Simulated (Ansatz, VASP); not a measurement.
V: VASP beside Ansatz

```
V
1.0
    -1.49887    1.49887    1.49887
     1.49887   -1.49887    1.49887
     1.49887    1.49887   -1.49887
V
1
Direct
  0.00000 0.00000 0.00000
```

Alike in both runs: task single point; functional PBE; k mesh 16 × 16 × 16; occupations fermi-dirac, width 0.05 eV; non-collinear spin, spin-orbit coupling.

|  | VASP | Ansatz |
| --- | --- | --- |
| version | VASP 6.6.1 | Ansatz 0.2.0 |
| potentials or method | VASP PAW PBE potentials, release 64 (V_sv), cutoff 520 eV | all-electron LAPW |

```tsv
	VASP	Ansatz	Ansatz less VASP
pressure (GPa)	0.3	0.0	-0.27
net moment per atom (μB)	0.00	0.00	0.000
```

Ansatz ran all-electron here, so the differences hold the error of VASP's frozen core and of both bases. Ansatz warned: «seeded_moment_not_kept».
